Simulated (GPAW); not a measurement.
# CuAu (P4/mmm) in GPAW: convergence with k mesh

Aim: find how far k mesh must go before the results for CuAu settle, at PBEint. This setting moves, with any that are tied to it; all else stays.

Program: GPAW 26.7.0. These are calculated values, not measurements. Logs are shortened: lines on timing, memory, paths and dates and some standing lists are left out, and cuts for length are marked. The log counts tension as positive stress, the text compression.

## Step 1: The crystal as given

The structure is tetragonal, space group P4/mmm (No. 123). The conventional cell has a = 2.811 Å, b = 2.811 Å, c = 3.685 Å, α = 90.00°, β = 90.00°, γ = 90.00°. Around Au (site symmetry 4/mmm) lie 8 Cu at 2.71 Å and 4 Au at 2.81 Å. Cu (site symmetry 4/mmm) is surrounded by 8 Au at 2.71 Å and 4 Cu at 2.81 Å.

## Step 2: With k mesh 3 × 3 × 2

The input, run.py:

```python
import json
import numpy as np
from ase.dft.bandgap import bandgap
from ase.io import write
from ase.spacegroup import crystal
from ase.units import GPa
from gpaw import GPAW, PW, setup_paths

setup_paths.insert(0, '.')

# Au 1a
# Cu 1d
atoms = crystal(['Au', 'Cu'],
                basis=[[0.0, 0.0, 0.0],
                       [0.5, 0.5, 0.5]],
                spacegroup=123, setting=1,  # P4/mmm
                cellpar=[2.81074946, 2.81074946, 3.685, 90.0, 90.0, 90.0],
                primitive_cell=True)

calc = GPAW(mode=PW(450),
            xc='GGA_X_PBEINT+GGA_C_PBEINT',
            kpts={'size': (3, 3, 2), 'gamma': True},
            occupations={'name': 'fermi-dirac', 'width': 0.05},
            nbands=23,
            convergence={'density': 1e-05, 'energy': 1e-05},
            maxiter=150,
            txt='gpaw.txt')
atoms.calc = calc
energy = atoms.get_potential_energy()
forces = atoms.get_forces()
stress = atoms.get_stress()
calc.write('gs.gpw')
write('result.traj', atoms)
print(f'Energy: {energy:.6f} eV')
print('Forces (eV/A):')
print(forces.round(4))
print('Stress (GPa):', (stress / GPa).round(3))
print('Fermi level:', round(calc.get_fermi_level(), 4), 'eV')
print(f'Gap: {bandgap(calc)[0]:.4f} eV, direct: {bandgap(calc, direct=True)[0]:.4f} eV')

size = (6, 6, 4)
dense = calc.fixed_density(kpts={'size': size, 'gamma': True}, update_fermi_level=True,
                           convergence={'bands': 'CBM+2.0', 'eigenstates': 1e-7}, txt='dense.txt')
ef = dense.get_fermi_level()
index = np.round(dense.get_bz_k_points() * size).astype(int) % size
recip = 2 * np.pi * atoms.cell.reciprocal()
sheets = []
for s, e_kn in enumerate(dense.eigenvalues()):
    for n in range(e_kn.shape[1] - 2):
        if e_kn[:, n].min() < ef < e_kn[:, n].max():
            e = np.empty(size)
            e[tuple(index.T)] = e_kn[dense.get_bz_to_ibz_map(), n] - ef
            de = np.array([(np.roll(e, -1, c) - np.roll(e, 1, c)) * size[c] / 2 for c in range(3)])
            v = np.linalg.norm(np.einsum('vc,cxyz->vxyz', np.linalg.inv(recip), de), axis=0)
            w = np.exp(-(e / 0.1)**2) / (0.1 * np.pi**0.5)
            sheets.append({'spin': s, 'band': n, 'filled': (e < 0).mean(), 'dos': w.mean(), 'bottom': e.min(), 'top': e.max(),
                           'velocity': (w * v).sum() / w.sum() * 1.519267e5, 'slice': e[:, :, 0].round(3).tolist()})
            print(f'spin {s} band {n}: filled share {sheets[-1]["filled"]:.3f}, from {e.min():.3f} to {e.max():.3f} eV,',
                  f'{w.mean():.3f} states/eV, mean velocity {sheets[-1]["velocity"]:.3e} m/s')
print('Fermi level on the dense mesh:', round(ef, 4), 'eV,', len(sheets), 'sheets')
json.dump({'ef': ef, 'sheets': sheets}, open('fermi.json', 'w'))
```

Potentials or basis: PAW data sets generated in the run's folder for this functional, pw.

Run with:

```bash
$ gpaw-setup -f GGA_X_PBEINT+GGA_C_PBEINT Au Cu
$ OMP_NUM_THREADS=1 python run.py
```

gpaw.txt:

```text
__  _  _
 | _ |_)|_||  |
 |__||  | ||/\| - 26.7.0

Input parameters:
  mode=PW(ecut=450.00000000000006),
  convergence={'density': 1e-05, 'energy': 1e-05},
  kpts=MonkhorstPack(size=(3, 3, 2), gamma=True),
  maxiter=150,
  nbands=23,
  occupations=Occupations(name='fermi-dirac', width=0.05),
  xc=XC(name='GGA_X_PBEINT+GGA_C_PBEINT')

Diagonalizing LCAO Hamiltonian
Converting LCAO to pw mode
   .------.
  /|      |
 * |      |
 | | Cu   |
 | |      |
 | .------.
 |/      /
 Au-----*

Atoms  # Å, Bohr magnetons
|   | symbol |        x |        y |        z |    initial magnetic moments |
|---|--------|----------|----------|----------|-----------------------------|
| 0 |     Au | 0.000000 | 0.000000 | 0.000000 | ( 0.0000,  0.0000,  0.0000) |
| 1 |     Cu | 1.405375 | 1.405375 | 1.842500 | ( 0.0000,  0.0000,  0.0000) |

Unit cell  # Å
| periodic |        x |        y |        z |  lengths |    angles |
|----------|----------|----------|----------|----------|-----------|
|      yes | 2.810749 | 0.000000 | 0.000000 | 2.810749 | 90.000000 |
|      yes | 0.000000 | 2.810749 | 0.000000 | 2.810749 | 90.000000 |
|      yes | 0.000000 | 0.000000 | 3.685000 | 3.685000 | 90.000000 |

Number of symmetries: 16
Symmetry operations  # r_c * U_cc + t_c -> r_c
|    | kind |            matrix            |
|----|------|------------------------------|
|  0 |  E   |  1, 0, 0,  0, 1, 0,  0, 0, 1 |
|  1 |  σ   |  1, 0, 0,  0, 1, 0,  0, 0,-1 |
|  2 |  σ   |  1, 0, 0,  0,-1, 0,  0, 0, 1 |
|  3 |  C2  |  1, 0, 0,  0,-1, 0,  0, 0,-1 |
|  4 |  σ   |  0, 1, 0,  1, 0, 0,  0, 0, 1 |
|  5 |  C2  |  0, 1, 0,  1, 0, 0,  0, 0,-1 |
|  6 |  C4  |  0, 1, 0, -1, 0, 0,  0, 0, 1 |
|  7 |  S4  |  0, 1, 0, -1, 0, 0,  0, 0,-1 |
|  8 |  C4  |  0,-1, 0,  1, 0, 0,  0, 0, 1 |
|  9 |  S4  |  0,-1, 0,  1, 0, 0,  0, 0,-1 |
| 10 |  σ   |  0,-1, 0, -1, 0, 0,  0, 0, 1 |
| 11 |  C2  |  0,-1, 0, -1, 0, 0,  0, 0,-1 |
| 12 |  σ   | -1, 0, 0,  0, 1, 0,  0, 0, 1 |
| 13 |  C2  | -1, 0, 0,  0, 1, 0,  0, 0,-1 |
| 14 |  C2  | -1, 0, 0,  0,-1, 0,  0, 0, 1 |
| 15 |  i   | -1, 0, 0,  0,-1, 0,  0, 0,-1 |

BZ-sampling:
  Number of BZ points: 18
  Number of IBZ points: 6

  Monkhorst-Pack size: [3, 3, 2]
  Monkhorst-Pack shift: [0.0, 0.0, 0.25]

K-points  # in reciprocal-cell coordinates
|   |                                coordinates |     weight |
|---|--------------------------------------------|------------|
| 0 | (  0.00000000,   0.00000000,   0.00000000) | 0.05555556 |
| 1 | (  0.00000000,   0.00000000,   0.50000000) | 0.05555556 |
| 2 | (  0.33333333,   0.00000000,   0.00000000) | 0.22222222 |
| 3 | (  0.33333333,   0.00000000,   0.50000000) | 0.22222222 |
| 4 | (  0.33333333,   0.33333333,   0.00000000) | 0.22222222 |
| 5 | (  0.33333333,   0.33333333,   0.50000000) | 0.22222222 |

Plane wave coefficients: 638
Cutoff: 450.00000000000006 eV

Spin-components: 1 (collinear spins)
Bands:           23
Projectors:      12
Spin-degeneracy: 2
Datatype:        complex128

Parallelization:
  kpt:    1
  domain: 1
  band:   1

Density:
  Valence electrons: 22.0
  Components: 1
  Grid points: [14 14 20]
  Charge: 0.0  # |e|

Potential:
  Grid points: [14 14 20]

species:
  Au:
    name:    Gold
    Z:       79.0
    valence: 11
    core:    68
    charge:  0.0  # [|e|]
    compensation charges:
      type: gauss
      rc: 0.42  # [Å]
      lmax: 2
    cutoffs:
      filter: 2.33  # [Å]
      core: 2.81  # [Å]
    projectors
    | kind |    occ | energy [eV] | rcut [Å] |
    |------|--------|-------------|----------|
    |   6s |  1.000 |      -5.664 |    1.323 |
    |   6p |  0.000 |      -0.691 |    1.323 |
    |   5d | 10.000 |      -6.847 |    1.323 |
    |    s |        |      21.547 |    1.323 |
    |    p |        |      26.521 |    1.323 |
    |    d |        |      20.365 |    1.323 |

    Using partial waves for Au as LCAO basis

  Cu:
    name:    Copper
    Z:       29.0
    valence: 11
    core:    18
    charge:  0.0  # [|e|]
    compensation charges:
      type: gauss
      rc: 0.33  # [Å]
      lmax: 2
    cutoffs:
      filter: 2.06  # [Å]
      core: 2.43  # [Å]
    projectors
    | kind |    occ | energy [eV] | rcut [Å] |
    |------|--------|-------------|----------|
    |   4s |  1.000 |      -4.509 |    1.164 |
    |   4p |  0.000 |      -0.625 |    1.164 |
    |   3d | 10.000 |      -4.975 |    1.058 |
    |    s |        |      22.702 |    1.164 |
    |    p |        |      26.586 |    1.164 |
    |    d |        |      22.236 |    1.058 |

    Using partial waves for Cu as LCAO basis

Reference energy: -561445.787041  # eV

eigensolver:
  PPCG
  Converge bands: occupied
  niter=2

density mixing:
  MSR1-Mixer
  Pratt-step length: 0.05
  Maximum mixing coefficient: 0.75
  Old densities: 10
  SVD Regularization: 0.005
  Good broyden scale: 1.0
  Trust region scale: 1.0
  Backstep threshold: 4.0
  History deletion threshold: 6.0
  Fourier metric: weight=20.0, sigma=0.015

occupation numbers:
  Fermi-Dirac:
    width: 0.0500  # eV

poisson solver:
  ecut: 3600.0000000000005  # eV

xc functional:
  name: GGA_X_PBEINT+GGA_C_PBEINT with 2 nearest neighbor stencil

convergence criteria:
- Maximum integral of absolute [dens]ity change: 1e-05 electrons / valence electron
- Maximum [total energy] change in last 3 cyles: 1e-05 eV / valence electron
- Maximum integral of absolute [eigenst]ate change: 4e-08 eV^2 / valence electron
maximum number of iterations: 150

SCF iterations
|iter     | |      energy | eigst |  dens |
|---------|-|-------------|-------|-------|
|iter:   1| |   -9.247698 | -0.27 |       |
|iter:   2| |   -8.852892 | -2.76 | -0.97 |
|iter:   3| |   -8.060440 | -2.09 | -1.04 |
|iter:   4| |   -8.007344 | -3.24 | -1.58 |
|iter:   5| |   -8.001034 | -4.00 | -2.10 |
|iter:   6| |   -7.997868 | -4.27 | -2.23 |
|iter:   7| |   -7.997877 | -5.84 | -3.01 |
|iter:   8| |   -7.997896c| -6.05 | -3.38 |
|iter:   9| |   -7.997895c| -8.23c| -4.39 |
|iter:  10| |   -7.997894c| -7.79c| -4.84 |
|iter:  11| |   -7.997893c| -8.59c| -5.48c|

Converged in 11 steps
Energy contributions relative to reference atoms: (reference = -561445.787041)

Energy contributions:
  Kinetic:         -27.264234
  Coulomb:          22.096624
  Zero:              0.334274
  External:          0.000000
  Xc:               -3.156775
  Entropy:          -0.015565
  Spinorbit:         0.000000
  ----------------------------
  Free energy:      -8.005676
  Extrapolated:     -7.997893

dipole moment: (-9.703968, -9.703968, -12.722273)  # |e|*Ang

Fermi level: 7.773
Eigenvalues  # (at kpt = [0.000, 0.000, 0.000])
| band index |      eig [eV] | occ [0-2] |
|------------|---------------|-----------|
|          0 |        -0.708 |     2.000 |
|        ... |               |           |
|          3 |         5.063 |     2.000 |
|          4 |         5.063 |     2.000 |
|          5 |         6.119 |     2.000 |
|          6 |         6.123 |     2.000 |
|          7 |         6.821 |     2.000 |
|          8 |         7.285 |     2.000 |
[... 8 lines left out ...]
|         17 |        27.562 |     0.000 |
|         18 |        30.641 |     0.000 |
|        ... |               |           |
|         22 |        36.246 |     0.000 |

No gap
No difference between direct/indirect transitions

Forces  # eV/Ang
|       x |       y |       z |
|---------|---------|---------|
| 0.00000 | 0.00000 | 0.00000 |  # Au   0
| 0.00000 | 0.00000 | 0.00000 |  # Cu   1

Stress tensor  # eV/Ang^3
|        x |        y |        z |
|----------|----------|----------|
| 0.031950 | 0.000000 | 0.000000 |
| 0.000000 | 0.031950 | 0.000000 |
| 0.000000 | 0.000000 | 0.015517 |

# Writing to gs.gpw (mode='')
```

Run time: 10 s. Hardware: 1 thread of Arm Neoverse V2, shared host; peak memory 0.15 GiB.

Results:

```
Free energy            : -8.0057 eV
Pressure               : -4.2 GPa
Band gap on the k mesh : none (metal or under the smearing width)
```

## Step 3: With k mesh 4 × 4 × 3

run.py: that of step 2 with these lines changed.

```diff
@@ -21,3 +21,3 @@
             xc='GGA_X_PBEINT+GGA_C_PBEINT',
-            kpts={'size': (3, 3, 2), 'gamma': True},
+            kpts={'size': (4, 4, 3), 'gamma': True},
             occupations={'name': 'fermi-dirac', 'width': 0.05},
@@ -40,3 +40,3 @@
 
-size = (6, 6, 4)
+size = (6, 6, 6)
 dense = calc.fixed_density(kpts={'size': size, 'gamma': True}, update_fermi_level=True,
```

Potentials or basis: PAW data sets generated in the run's folder for this functional, pw.

Run with:

```bash
$ gpaw-setup -f GGA_X_PBEINT+GGA_C_PBEINT Au Cu
$ OMP_NUM_THREADS=1 python run.py
```

Run time: 13 s. Hardware: 1 thread of Arm Neoverse V2, shared host; peak memory 0.15 GiB.

Results:

```yaml
Free_energy: -7.3997 eV
Pressure: -1.1 GPa
Band_gap_on_the_k_mesh: none (metal or under the smearing width)
```

## Step 4: With k mesh 5 × 5 × 4

run.py: that of step 3 with these lines changed.

```diff
@@ -21,3 +21,3 @@
             xc='GGA_X_PBEINT+GGA_C_PBEINT',
-            kpts={'size': (4, 4, 3), 'gamma': True},
+            kpts={'size': (5, 5, 4), 'gamma': True},
             occupations={'name': 'fermi-dirac', 'width': 0.05},
@@ -40,3 +40,3 @@
 
-size = (6, 6, 6)
+size = (8, 8, 6)
 dense = calc.fixed_density(kpts={'size': size, 'gamma': True}, update_fermi_level=True,
```

Run with:

```bash
$ gpaw-setup -f GGA_X_PBEINT+GGA_C_PBEINT Au Cu
$ OMP_NUM_THREADS=1 python run.py
```

Run time: 16 s. Hardware: 1 thread of Arm Neoverse V2, shared host; peak memory 0.16 GiB.

The run converged. Its results:

| Quantity | Value |
| --- | --- |
| Free energy | -7.6953 eV |
| Pressure | -2.5 GPa |
| Band gap on the k mesh | none (metal or under the smearing width) |

## Step 5: With k mesh 6 × 6 × 5

run.py: that of step 4 with these lines changed.

```diff
@@ -21,3 +21,3 @@
             xc='GGA_X_PBEINT+GGA_C_PBEINT',
-            kpts={'size': (5, 5, 4), 'gamma': True},
+            kpts={'size': (6, 6, 5), 'gamma': True},
             occupations={'name': 'fermi-dirac', 'width': 0.05},
@@ -40,3 +40,3 @@
 
-size = (8, 8, 6)
+size = (10, 10, 8)
 dense = calc.fixed_density(kpts={'size': size, 'gamma': True}, update_fermi_level=True,
```

Run with:

```bash
$ gpaw-setup -f GGA_X_PBEINT+GGA_C_PBEINT Au Cu
$ OMP_NUM_THREADS=1 python run.py
```

It took 23 s on 1 thread of Arm Neoverse V2, shared host; peak memory 0.19 GiB.

It converged, with:

| Property | Result |
| --- | --- |
| Free energy | -7.5573 eV |
| Pressure | -1.9 GPa |
| Band gap on the k mesh | none (metal or under the smearing width) |

## Step 6: With k mesh 7 × 7 × 6

run.py: that of step 5 with these lines changed.

```diff
@@ -21,3 +21,3 @@
             xc='GGA_X_PBEINT+GGA_C_PBEINT',
-            kpts={'size': (6, 6, 5), 'gamma': True},
+            kpts={'size': (7, 7, 6), 'gamma': True},
             occupations={'name': 'fermi-dirac', 'width': 0.05},
@@ -40,3 +40,3 @@
 
-size = (10, 10, 8)
+size = (12, 12, 10)
 dense = calc.fixed_density(kpts={'size': size, 'gamma': True}, update_fermi_level=True,
```

Potentials or basis: PAW data sets generated in the run's folder for this functional, pw.

Run with:

```bash
$ gpaw-setup -f GGA_X_PBEINT+GGA_C_PBEINT Au Cu
$ OMP_NUM_THREADS=1 python run.py
```

Run time: 31 s. Hardware: 1 thread of Arm Neoverse V2, shared host; peak memory 0.21 GiB.

It converged, with:

```yaml
Free_energy: -7.6273 eV
Pressure: -2.0 GPa
Band_gap_on_the_k_mesh: none (metal or under the smearing width)
```

## Step 7: With k mesh 9 × 9 × 7

run.py: that of step 6 with these lines changed.

```diff
@@ -21,3 +21,3 @@
             xc='GGA_X_PBEINT+GGA_C_PBEINT',
-            kpts={'size': (7, 7, 6), 'gamma': True},
+            kpts={'size': (9, 9, 7), 'gamma': True},
             occupations={'name': 'fermi-dirac', 'width': 0.05},
@@ -40,3 +40,3 @@
 
-size = (12, 12, 10)
+size = (14, 14, 12)
 dense = calc.fixed_density(kpts={'size': size, 'gamma': True}, update_fermi_level=True,
```

Run with:

```bash
$ gpaw-setup -f GGA_X_PBEINT+GGA_C_PBEINT Au Cu
$ OMP_NUM_THREADS=1 python run.py
```

Run time: 44 s. Hardware: 1 thread of Arm Neoverse V2, shared host; peak memory 0.25 GiB.

It converged, with:

```yaml
Free_energy: -7.6108 eV
Pressure: -2.2 GPa
Band_gap_on_the_k_mesh: none (metal or under the smearing width)
```

## Step 8: With k mesh 10 × 10 × 8

run.py: that of step 7 with these lines changed.

```diff
@@ -21,3 +21,3 @@
             xc='GGA_X_PBEINT+GGA_C_PBEINT',
-            kpts={'size': (9, 9, 7), 'gamma': True},
+            kpts={'size': (10, 10, 8), 'gamma': True},
             occupations={'name': 'fermi-dirac', 'width': 0.05},
@@ -40,3 +40,3 @@
 
-size = (14, 14, 12)
+size = (16, 16, 12)
 dense = calc.fixed_density(kpts={'size': size, 'gamma': True}, update_fermi_level=True,
```

Run with:

```bash
$ gpaw-setup -f GGA_X_PBEINT+GGA_C_PBEINT Au Cu
$ OMP_NUM_THREADS=1 python run.py
```

Wall time 59 s (1 thread of Arm Neoverse V2, shared host); peak memory 0.3 GiB.

The run converged. Its results:

```yaml
Free_energy: -7.5920 eV
Pressure: -1.9 GPa
Band_gap_on_the_k_mesh: none (metal or under the smearing width)
```

## Step 9: The series at a glance

| k mesh | energy less the tightest run, at zero smearing (meV/atom) | pressure (GPa) | SCF cycles | CPU time (s) | peak memory (GiB) |
| --- | --- | --- | --- | --- | --- |
| 3 × 3 × 2 | -204.12 | -4.24 | 11 | 10 | 0.15 |
| 4 × 4 × 3 | 98.59 | -1.07 | 11 | 13 | 0.15 |
| 5 × 5 × 4 | -51.43 | -2.46 | 11 | 16 | 0.16 |
| 6 × 6 × 5 | 17.29 | -1.91 | 11 | 23 | 0.19 |
| 7 × 7 × 6 | -18.29 | -2.00 | 11 | 31 | 0.21 |
| 9 × 9 × 7 | -9.62 | -2.17 | 11 | 44 | 0.25 |
| 10 × 10 × 8 | 0.00 | -1.93 | 11 | 59 | 0.3 |

Not settled before the last step: the energy (to 1 meV/atom), the pressure (to 0.1 GPa). Meshes of other sizes hit other points, so gaps and Fermi surfaces needn't settle smoothly. The tightest run that finished is the yardstick and may itself not be fully converged.

Caveats: with these Cu and Au data sets, volumes or pressures lay over 1.5 % or 2 GPa off other programs in two to four cells of ten; the cutoff is short for stress and forces, so pressures can be off by a GPa or more.
